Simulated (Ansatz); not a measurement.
Gd:

```
Gd
1.0
    -1.94053    1.94053    1.94053
     1.94053   -1.94053    1.94053
     1.94053    1.94053   -1.94053
Gd
1
Direct
  0.00000 0.00000 0.00000
```

This isn't the form of Gd at room conditions, which is hcp.

The cell isn't the ideal one: volume scaled by 0.88.

```yaml
Program: Ansatz 0.2.0
Task: relaxation of cell and atoms
Functional: RPBE
Potentials_or_basis: Ansatz PAW
Cutoff: 420 eV
Density_cutoff: 1680 eV
k_mesh: 10 × 10 × 10
Occupations: fermi-dirac, width 0.025 eV
Spin: collinear spin, program default start
Hubbard_terms: Gd f U = 5 eV
```

At the start: volume 29.23 Å³/atom.

How do energy, volume and symmetry change on relaxing?

Over 7 steps the energy falls by 127.0 meV/atom and the volume is 35.07 Å³/atom (+20.0 %); space group Im-3m (No. 229, to 0.05 Å); moment 7.90 μB per cell.

Step by step:
| step | energy change (eV) | largest force (eV/Å) | volume (Å³) |
| --- | --- | --- | --- |
| 1 | 0.0000 | 0.0000 | 29.23 |
| 2 | -0.1175 | 0.0000 | 33.61 |
| 3 | -0.1225 | 0.0000 | 34.79 |
| 4 | -0.1225 | 0.0000 | 34.83 |
| 5 | -0.1268 | 0.0000 | 34.83 |
| 6 | -0.1270 | 0.0000 | 35.07 |
| 7 | -0.1270 | 0.0000 | 35.07 |

Final structure:
```
CELL_PARAMETERS angstrom
-2.06209 2.06209 2.06209
2.06209 -2.06209 2.06209
2.06209 2.06209 -2.06209
ATOMIC_POSITIONS crystal
Gd 0.00000 0.00000 0.00000
```

Caveat: the potentials were made for another functional, which shifts forces and pressure; the magnetic or orbital state may not be the lowest.
